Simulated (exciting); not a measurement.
# Core excitons at the Br K edge of AgBr, part 2 of 2

Aim: the Br K absorption edge of AgBr with the electron–hole interaction treated explicitly, and what each term of the kernel does.

exciting sodium; X-ray absorption, core-level Bethe-Salpeter equation, exchange and statically screened direct term, Tamm-Dancoff, all-electron LAPW+lo PBE.

So far. Step 5 (Independent particles): Maxima (height): 7.1 eV (0.96) and 18.2 eV (0.59). The spectrum differs from the singlet run by 36 % r.m.s. Moving the earlier curve by +1.8 eV leaves 18 %. The highest maximum lies at 7.1 eV (0.96), against 5.7 eV (1.00). Step 6 (Exchange alone): Maxima (height): 7.1 eV (0.96) and 18.2 eV (0.59). The spectrum is that of the independent-particle run within 1 %.

The database entry behind the starting cell differs from later determinations by our own check (about 0.6 % short of the room-temperature cell), so it need not match the best structure at ambient conditions.

## 8. Shipped basis

Changed against the first singlet run: added local orbitals (Ha) from 0.9 to none.

Contents of input.xml:

```
<input>
  <title>AgBr</title>
  <structure speciespath="." autormt="false" epslat="1.0e-5">
    <crystal>
      <basevect>0.0000000000 5.4237974356 5.4237974356</basevect>
      <basevect>5.4237974356 0.0000000000 5.4237974356</basevect>
      <basevect>5.4237974356 5.4237974356 0.0000000000</basevect>
    </crystal>
    <species speciesfile="Ag.xml" rmt="2.300">
      <atom coord="0.0000000000 0.0000000000 0.0000000000"/>
    </species>
    <species speciesfile="Br.xml" rmt="2.300">
      <atom coord="0.5000000000 0.5000000000 0.5000000000"/>
    </species>
  </structure>
  <groundstate do="skip" xctype="GGA_PBE" ngridk="4 4 4" rgkmax="7" gmaxvr="14" nempty="8" swidth="0.001" maxscl="100" epsengy="1e-5"/>
  <xs xstype="BSE" ngridk="5 5 5" ngridq="5 5 5" vkloff="0.097 0.273 0.493" rgkmax="7" nempty="23" gqmax="3" lmaxapwwf="5" lmaxemat="2" broad="0.04630" tevout="true">
    <energywindow intv="488.622 490.239" points="439"/>
    <screening screentype="full" nempty="41"/>
    <BSE xas="true" xasspecies="2" xasatom="1" xasedge="K" bsetype="singlet" nstlxas="1 19"/>
    <qpointset>
      <qpoint>0 0 0</qpoint>
    </qpointset>
    <plan>
      <doonly task="xsgeneigvec"/>
      <doonly task="writepmatxs"/>
      <doonly task="scrgeneigvec"/>
      <doonly task="scrwritepmat"/>
      <doonly task="screen"/>
      <doonly task="scrcoulint"/>
      <doonly task="exccoulint"/>
    </plan>
  </xs>
</input>
```

On the command line:

```console
$ OMP_NUM_THREADS=1 mpirun -n 2 exciting
```

Numbers of over 12 decimals in the logs are rounded to 6 here.

The program printed:

```text
| EXCITING SODIUM started for task xsgeneigvec ( 301)                          =
One-shot GS runs for BSE calculations
One-shot GS runs for k+qmt/2 grids
Info(xsgeneigvec): Generating eigenvectors for Q-point      1
Info(xsgeneigvec): Generation of eigenvectors finished
| EXCITING SODIUM started for task writepmatxs ( 320)                          =
Info(writepmatxs): Momentum matrix elements finished
| EXCITING SODIUM started for task scrgeneigvec ( 401)                         =
One-shot GS runs for BSE calculations
One-shot GS runs for k+qmt/2 grids
Info(xsgeneigvec): Generating eigenvectors for Q-point      1
Using screening GS parameters.
Info(xsgeneigvec): Generation of eigenvectors finished
| EXCITING SODIUM started for task scrwritepmat ( 420)                         =
Info(writepmatxs): Momentum matrix elements finished
Info(scrwritepmat): Momentum matrix elements for screening finished
| EXCITING SODIUM started for task screen ( 430)                               =
Info(screenlauncher): Calculating screening for unshifted q-grid.
Info(screenlauncher): Number of q points:      10
Info(screenlauncher): lowest (partially)  unoccupied state:     19
Info(screenlauncher): highest (partially) occupied state  :     18
Info(screenlauncher): number of occupied states considered:   18
Info(screenlauncher): number of unoccupied states considered:   42
Info(screenlauncher): Starting loop over q-points
Info(screenlauncher): Screening for unshifted q-grid finished
Info(screenlauncher): Screening finished
| EXCITING SODIUM started for task scrcoulint ( 440)                           =
Info(scrcoulintlauncher): Setting up screened Coulomb interaction matrix W.
Info(scrcoulintlauncher): Using momentum transfer vectors from list :   1 to  1
Info(scrcoulintlauncher): Calculating screened Coulomb interaction matrix W
Info(scrcoulintlauncher): Momentum transfer list index: iqmt=  1
Info(scrcoulintlauncher): Momentum transfer: vqmtl=   0.000   0.000   0.000
Info(scrcoulintlauncher): Calculating RR block of W
Info(scrcoulint): Inspecting occupations...
Info(setranges_modxs): Number of non-reduced k-points:      125
Info(setranges_modxs): Number of states considered:       42
Info(setranges_modxs): Number of (partially) occupied states:       18
Info(setranges_modxs): Highest (partially) occupied states:       18
Info(setranges_modxs): Number of (partially) unoccupied states:       24
Info(setranges_modxs): Lowest (partially) unoccupied states:       19
Info(scrcoulint): Selecting transitions...
Info(select_transitions): Inspecting transitions in the  band interval:
  lowest occupied state:   1
  highest occupied state:   2
  lowest unoccupied state:  19
  highest unoccupied state:  37
  Opening gap with a scissor of:      0.000/H      0.000/eV
Info(select_transitions): Number of participating transitions:    4750
Info(scrcoulint): Size of file SCCLI will be about     0.169449 GB
Info(scrcoulint): Using q-grid
Info(scrcoulint): Number of reduced q-points:     10
Info(scrcoulint): Number of non-reduced q-points:    125
Info(scrcoulint): Calculating W(G1,G2,qr) fourier coefficients
Info(scrcoulint): Calculating W matrix elements
Info(scrcoulintlauncher): Screened coulomb interaction finished for iqmt=   1
| EXCITING SODIUM started for task exccoulint ( 441)                           =
Info(exccoulintlauncher): Setting up exchange interaction matrix V.
Info(exccoulintlauncher): Using momentum transfer vectors from list :   1 to  1
Info(exccoulintlauncher):Calculating exchange interaction matrix V
Info(exccoulintlauncher): Momentum transfer list index: iqmt=  1
Info(exccoulintlauncher): Momentum transfer: vqmtl=   0.000   0.000   0.000
Info(exccoulintlauncher): Calculating RR block of V
Info(exccoulint): Inspecting occupations...
Info(setranges_modxs): Number of non-reduced k-points:      125
Info(setranges_modxs): Number of states considered:       42
Info(setranges_modxs): Number of (partially) occupied states:       18
Info(setranges_modxs): Highest (partially) occupied states:       18
Info(setranges_modxs): Number of (partially) unoccupied states:       24
Info(setranges_modxs): Lowest (partially) unoccupied states:       19
Info(exccoulint): Selecting transitions...
Info(select_transitions): Inspecting transitions in the  band interval:
  lowest occupied state:   1
  highest occupied state:   2
  lowest unoccupied state:  19
  highest unoccupied state:  37
  Opening gap with a scissor of:      0.000/H      0.000/eV
Info(select_transitions): Number of participating transitions:    4750
Info(exccoulint): Size of file EXCLI will be about     0.169449 GB
```

Elapsed: 24 min, on 2 MPI ranks of Arm Neoverse V1, shared host.

The run was cut off at its time limit.

## 9. From independent particles to the full kernel

| level | curve passes 0.15 (eV) | highest maximum (eV) | its height |
| --- | --- | --- | --- |
| IP | 0.2 | 7.1 | 0.96 |
| RPA | 0.2 | 7.1 | 0.96 |
| singlet | -1.5 | 5.7 | 1.00 |

| E (eV) | IP | RPA | singlet |
| --- | --- | --- | --- |
| -8.0 | 0.02 | 0.02 | 0.03 |
| -7.0 | 0.02 | 0.02 | 0.03 |
| -6.0 | 0.03 | 0.03 | 0.04 |
| -5.0 | 0.03 | 0.03 | 0.05 |
| -4.0 | 0.04 | 0.04 | 0.07 |
| -3.0 | 0.05 | 0.05 | 0.09 |
| -2.0 | 0.06 | 0.06 | 0.12 |
| -1.0 | 0.09 | 0.09 | 0.19 |
| 0.0 | 0.14 | 0.14 | 0.34 |
| 1.0 | 0.23 | 0.23 | 0.63 |
| 2.0 | 0.39 | 0.39 | 0.90 |
| 3.0 | 0.55 | 0.55 | 0.88 |
| 4.0 | 0.58 | 0.58 | 0.85 |
| 5.0 | 0.62 | 0.62 | 0.95 |
| 6.0 | 0.76 | 0.76 | 0.99 |
| 7.0 | 0.95 | 0.95 | 0.76 |
| 8.0 | 0.84 | 0.84 | 0.52 |
| 9.0 | 0.60 | 0.60 | 0.41 |
| 10.0 | 0.48 | 0.48 | 0.36 |
| 11.0 | 0.40 | 0.40 | 0.31 |
| 12.0 | 0.33 | 0.33 | 0.31 |
| 13.0 | 0.32 | 0.32 | 0.35 |
| 14.0 | 0.37 | 0.37 | 0.44 |
| 15.0 | 0.44 | 0.44 | 0.51 |
| 16.0 | 0.50 | 0.50 | 0.53 |
| 17.0 | 0.54 | 0.54 | 0.54 |
| 18.0 | 0.59 | 0.59 | 0.51 |
| 19.0 | 0.57 | 0.57 | 0.45 |
| 20.0 | 0.53 | 0.53 | 0.43 |
| 21.0 | 0.51 | 0.51 | 0.42 |
| 22.0 | 0.52 | 0.52 | 0.43 |

## 10. Summary of results

* absorber and edge: Br K, atom 2
* surroundings: 6 Ag at 2.87 Å (octahedral, site symmetry m-3m)
* first bright state: 0.13 eV from the Kohn–Sham onset, on this mesh
* highest maximum: 5.7 eV
* cost of the BSE run: 32 min on 2 MPI ranks of Arm Neoverse V1, shared host; the last task ran on as many threads

What this shows: Is a core exciton bound? Undecided on this mesh: the first bright state (over 5 % of the brightest) lies at 0.13 eV from the Kohn–Sham onset and at -0.35 eV from the lowest bare transition of its own mesh. Changing the half width (eV) from 1.26 to 3.78 alters the spectrum by 30 % r.m.s. Exchange alone changes the independent-particle spectrum by 0.0 % r.m.s. With 125 k points the binding energies are rough. Exchange and the short-range direct term aren't converged in the kernel cutoff. The zero comes from the unshifted 4×4×4 ground-state mesh; it is exact only where the band minimum lies on that mesh. The Kohn–Sham onset, 13308 eV, is no photon energy: the scale needs a rigid shift. Bands and screening come from semilocal DFT, whose small gap overscreens. Vibrations and energy-dependent lifetimes are left out. The structure is a published determination, not relaxed.

[Banner, clock and machine lines of the logs are left out without a mark of their own.]

[Logs are printed without paths, hosts, clocks, repeated set-up lines and the standing remarks that a program may print on its own settings, such as how far it seeks lower states.]

[Hosts, paths, dates, database ids (printed as entryN), source tags and the programs' standing remarks are cut or masked in the printed files.]
